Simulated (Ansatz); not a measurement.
## Ag in Ansatz: the effect of functional

Ag:

```xyz
2
Lattice="2.9875 0.0000 0.0000 -1.4937 2.5872 0.0000 0.0000 0.0000 4.8839" Properties=species:S:1:pos:R:3 pbc="T T T"
Ag    1.4937    0.8624    3.6630
Ag    0.0000    1.7248    1.2210
```

This isn't the form of Ag at room conditions, which is fcc.

The cell isn't the ideal one: volume scaled by 1.06.

Alike in all runs:

| Quantity | Value |
| --- | --- |
| Program | Ansatz 0.2.0 |
| Task | single point |
| Potentials or basis | Ansatz PAW |
| k mesh | 10 × 10 × 6 |
| Occupations | fermi-dirac, width 0.05 eV |
| Spin | no spin polarisation |

| functional | cutoff | pressure (GPa) |
| --- | --- | --- |
| LDA | 420 eV (not typed: the program's choice for these potentials) | -14.0 |
| PBEsol | 420 eV (not typed: the program's choice for these potentials) | ? |
| r2SCAN | 500 eV (not typed: the program's choice for these potentials) | -6.7 |

Task: What does the run with functional PBEsol give?

Result: Pressure -10.0 GPa.

Caveats: the PAW data sets come from PBE, with cores solved anew for the run's functional, which leaves a small shift of forces and pressure.

Runs at the PBE level aren't shown here.
